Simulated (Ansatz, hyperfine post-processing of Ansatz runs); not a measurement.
# Li3CrPCO7: isotropic lines and sites in a paramagnetic 31P spectrum

Calculated values: DFT, PBEsol+U, plane-wave PAW, default files (PAW set soft_2), collinear spin, scalar-relativistic (Ansatz), contact and point-dipole shifts scaled to 320 K with Θ = 0 K (a pure Curie law); spin-only moments, above the ordering temperature.

```xyz
26
Lattice="5.0402 0.0000 0.0000 0.0000 6.3557 0.0000 -0.2053 0.0000 8.4809" Properties=species:S:1:pos:R:3 pbc="T T T"
Cr    0.0388    1.6235    6.1670
Cr    4.7961    4.8014    2.3139
P     4.6627    4.7909    5.5839
P     0.1723    1.6131    2.8970
O     1.6900    1.2392    8.4499
O     3.8091    1.6099    7.8899
O     0.1785    3.6032    6.4357
O    -0.0526    6.0145    6.4689
O     2.2167    1.7148    6.3238
O     3.1582    4.5942    5.2926
O     0.4232    4.8995    4.2738
O     4.4117    1.7217    4.2071
O     1.6768    1.4163    3.1883
O     2.6183    4.8927    2.1571
O     4.8876    2.8367    2.0120
O     4.6565    0.4254    2.0453
O     1.0259    4.7878    0.5910
O     3.1450    4.4170    0.0310
C     2.5573    1.5142    7.5489
C     2.2777    4.6921    0.9321
Li    0.2310    0.1488    0.0026
Li    1.9834    4.3668    6.8303
Li    2.1301    5.6663    3.9312
Li    2.7048    2.4884    4.5497
Li    2.8515    1.1890    1.6506
Li    4.6040    3.3266    8.4783
```

31P MAS at 9.4 T (162.2 MHz), 40 kHz, 320 K; contact and dipolar shift alone, no orbital or quadrupolar part; lines under 1.5 % of the strongest are left out. Lines of the NMR spectrum (strongest = 100):

```
position (ppm)  intensity
       12783.6        1.6
       13030.2        6.8
       13276.9         21
       13523.6         55
       13770.2         68
       14016.9         84
       14263.6         92
       14510.2        100
       14756.9         75
       15003.6         51
       15250.2         19
       15496.9        5.3
```

**Question.** Which lines are isotropic ones rather than spinning sidebands, and which P atoms give them?

Sidebands are spaced by 247 ppm (the spinning rate over the resonance of 162.2 MHz). An isotropic line need not be the tallest: it is the area-weighted centre of its own family of sidebands, and the one that stays put when the rate is changed. Isotropic shifts: 14264 ppm for atom 3 and the 1 atom equivalent to it (3 Cr through links of 129 to 135° (3)), reduced anisotropy -1072 ppm.

[Logs are printed without paths, hosts, clocks, repeated set-up lines and the standing remarks that a program may print on its own settings, such as how far it seeks lower states.]

[Hosts, paths, dates, database ids (printed as entryN), source tags and the programs' standing remarks are cut or masked in the printed files.]
